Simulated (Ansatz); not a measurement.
SnO2 built on the fluorite prototype: an Ansatz output whose functional has been blanked. The cell was relaxed beforehand with r2SCAN.

```cif
data_structure
_symmetry_space_group_name_H-M 'P 1'
_symmetry_Int_Tables_number 1
_cell_length_a 3.5829
_cell_length_b 3.5829
_cell_length_c 3.5829
_cell_angle_alpha 60.000
_cell_angle_beta 60.000
_cell_angle_gamma 60.000
_cell_volume 32.52
loop_
_atom_site_label
_atom_site_type_symbol
_atom_site_fract_x
_atom_site_fract_y
_atom_site_fract_z
_atom_site_occupancy
Sn1 Sn 0.00000 0.00000 0.00000 1
O1 O 0.25000 0.25000 0.25000 1
O2 O 0.75000 0.75000 0.75000 1
```

```
scf.n_extra_bands = 4 over 13 filled bands (N_el = 26.0): the run solves 17 bands
Pseudopotential: Sn, paw, valence charge 14, recommended cutoff 500 eV
Pseudopotential: O, paw, valence charge 6, recommended cutoff 500 eV
Crystal: 3 atoms, lattice volume = 32.522 Å³
Basis set: ecut = 500 eV, 869 PW (Γ)
Symmetry: 48 space group operations
Space group: Fm-3m (ITA 225)
k-points: 29 of 512
SCF converged after 7 iterations
Free energy (F): -7175.372310 eV
Fermi energy:    11.432476 eV
--- Per-component energies (eV) ---
  E_band       = -27.117981
  E_kinetic    = 544.588462
  E_local      = -1182.915263
  E_nonlocal   = 65.609900
  E_hartree    = 648.190308
  E_xc         = -518.525426
  E_vxc        = -311.985518
  E_paw        = -4492.658262
  E_vpaw       = -458.192600
  E_vtau       = 19.394405
  E_ewald      = -2240.335576
  E_core_change = 0.671438
--- Stress (GPa, compression-positive) ---
        0.019132       0.000000       0.000000
        0.000000       0.019132       0.000000
        0.000000       0.000000       0.019132
  P = ⅓ Tr σ = 0.0191 GPa (0.191 kbar)
--- Band table (eV; the first three rows and the last of 29) ---
  k-point 0: bands = […, 8.4060, 8.4060, 8.4060, 10.0018, 10.0018, 10.0018, 12.2706, 19.3262, 19.3262, 19.3262]
  k-point 1: bands = […, 7.8773, 8.3305, 8.3305, 9.1780, 9.8887, 9.8887, 13.5131, 19.1254, 19.7307, 19.7307]
  k-point 2: bands = […, 6.7107, 8.1640, 8.1640, 8.3276, 9.6169, 9.6169, 15.2828, 19.1615, 20.8062, 20.8062]
  k-point 28: bands = […, 3.2740, 5.2407, 8.2124, 8.2124, 11.0976, 11.4325, 16.5730, 21.0573, 22.1217, 22.1217]
```

The file bands.tsv (bands near the Fermi energy, numbered from 0, rounded):
```tsv
# k_distance	band_8	band_9	band_10	band_11	band_12	band_13	band_14	band_15	band_16
# fermi_ev = 11.432476
# [0, 0, 0] at k_distance = 0.000000
# [0.5, 0, 0.5] at k_distance = 1.240037
# [0.625, 0.25, 0.625] at k_distance = 1.678456
# [0.375, 0.375, 0.75] at k_distance = 2.437821
# [0.5, 0.5, 0.5] at k_distance = 3.197185
# [0.5, 0.25, 0.75] at k_distance = 4.074024
# [0.25, -0.5, -0.25] at k_distance = 6.034695
# levels_relative_to = fermi_ev
0.000	-3.026	-3.026	-1.431	-1.431	-1.431	0.838	7.894	7.894	7.894
1.240	-5.645	-5.645	-0.209	-0.209	-0.126	3.861	8.083	10.484	13.346
1.678	-5.358	-5.110	-1.510	-0.746	-0.175	4.861	9.624	9.979	12.136
2.438	-5.358	-5.110	-1.510	-0.746	-0.175	4.861	9.624	9.979	12.136
3.197	-3.977	-3.469	-3.469	-2.199	-2.199	5.528	8.618	11.388	11.388
4.074	-6.192	-3.220	-3.220	-0.335	0.000	5.141	9.625	10.689	10.689
6.035	-6.192	-3.220	-3.220	-0.335	0.000	5.141	9.625	10.689	10.689
```
In order the rows are Γ, X, U, K, L, W, W.

Task: Which functional gave these numbers?
A. PBE
B. PBE0
C. LDA
D. r2SCAN

Result: D. r2SCAN. The term E_vtau belongs to a meta-GGA, which reads the kinetic-energy density. There is no exchange loop, so no exact exchange. The stress vanishes on a cell relaxed with r2SCAN. With r2SCAN the valence top lies at W and the conduction bottom at Γ, 0.84 eV higher; the smallest vertical gap, at Γ, is 2.27 eV. Within one family of functionals the choice rests on the size of the gap and stress, not on a line of the log.

Run as `ansatz run input.yaml --threads 2 --pin off --max-ram 2211MiB --backend cpu --events-out ev --progress --plain --runs-dir out`. Wall time 2 s on 2 threads of Arm Neoverse V1 (shared host), load about 0.3 per core; peak host memory 0.37 GiB.

Simulation only: spin-unpolarised, and no claim that this is the phase found in nature.

Spin-orbit coupling is left out, which matters wherever the heavy atoms make up the band edges.
